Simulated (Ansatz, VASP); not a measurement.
## One calculation of CdS, two programs

The input INCAR:

```
ALGO     = Normal         # electronic algorithm
EDIFF    = 1E-6           # SCF threshold, eV
ENCUT    = 520            # plane-wave cutoff, eV
GGA      = PE             # functional
ISIF     = 2              # what is computed and relaxed
ISMEAR   = 0              # smearing method
LASPH    = T              # aspherical terms in the spheres
LCHARG   = F              # write CHGCAR
LREAL    = F              # projectors in reciprocal space
LWAVE    = F              # write WAVECAR
NBANDS   = 16             # bands
NELM     = 60             # most SCF steps
PREC     = Accurate       # precision mode
SIGMA    = 0.03           # smearing width, eV
```

File KPOINTS:

```
k-points
0
Gamma
  12 12 12
```

The input POSCAR:

```
CdS
1.0
    0.0000000000      2.4051801731      3.6077702596
    2.4051801731      0.0000000000      3.6077702596
    2.4051801731      2.4051801731      0.0000000000
Cd S
1 1
Direct
    0.0000000000      0.0000000000      0.0000000000
    0.5000000000      0.5000000000      0.5000000000
```

Input for Ansatz:

```yaml
crystal:
  lattice:
    - [0.0, 2.4051801731, 3.6077702596]
    - [2.4051801731, 0.0, 3.6077702596]
    - [2.4051801731, 2.4051801731, 0.0]
  atoms:
    - { symbol: Cd, position: [0.0, 0.0, 0.0] }
    - { symbol: S, position: [0.5, 0.5, 0.5] }
basis:
  ecutwfc: 420
kpoints:
  mp_grid: { grid: [12, 12, 12] }
hamiltonian:
  xc: pbe
scf:
  occupations: { method: gaussian, width: 0.03 }
output:
  forces: true
  stress: true
  eigenvalues: true
```

Alike in both runs: task single point; functional PBE; k mesh 12 × 12 × 12; occupations gaussian, width 0.03 eV; no spin polarisation.

|  | VASP | Ansatz |
| --- | --- | --- |
| version | VASP 6.6.1 | Ansatz 0.2.0 |
| potentials or method | VASP PAW PBE potentials, release 64 (Cd, S) | scalar-relativistic, plane waves, PAW |
| plane-wave cutoff (eV) | 520 | 420 |
| valence electrons in the cell | 18 | 26 |

```csv
,VASP,Ansatz,Ansatz less VASP
gap on the k mesh at the Fermi level (eV),none,none,-
pressure (GPa),21.6,20.6,-0.97
largest component of the traceless stress (GPa),23.31,22.36,-0.945
```

A gap of «none» marks a metal or a gap that the smearing closes. With one functional, cell and mesh, what is left measures potentials, basis and numerics. The two sets of potentials don't hold the same shells in valence.

Caveats: so large a pressure means that the cell lies far from this level's equilibrium, or that cutoff or potentials fall short (VASP).
